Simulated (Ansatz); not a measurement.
# Hf in Ansatz: the effect of functional

Crystal: Hf.

```
Hf
1.0
    -1.81695    1.81695    1.81695
     1.81695   -1.81695    1.81695
     1.81695    1.81695   -1.81695
Hf
1
Cartesian
  0.0000 0.0000 0.0000
```

This isn't the form of Hf at room conditions, which is hcp.

The cell isn't the ideal one: volume scaled by 1.02.

Alike in all runs:

```yaml
Program: Ansatz 0.2.0
Task: single point
Potentials_or_basis: Ansatz PAW
k_mesh: 10 × 10 × 10
Occupations: fermi-dirac, width 0.05 eV
Spin: no spin polarisation
```

| functional | cutoff | pressure (GPa) |
| --- | --- | --- |
| LDA | 420 eV (not typed: the program's choice for these potentials) | -13.9 |
| PBEsol | 420 eV (not typed: the program's choice for these potentials) | -10.4 |
| r2SCAN | 500 eV (not typed: the program's choice for these potentials) | ? |

Problem. What does the run with functional r2SCAN give?

Solution. Pressure -7.1 GPa.

Caveats: the PAW data sets come from PBE, with cores solved anew for the run's functional, which leaves a small shift of forces and pressure.
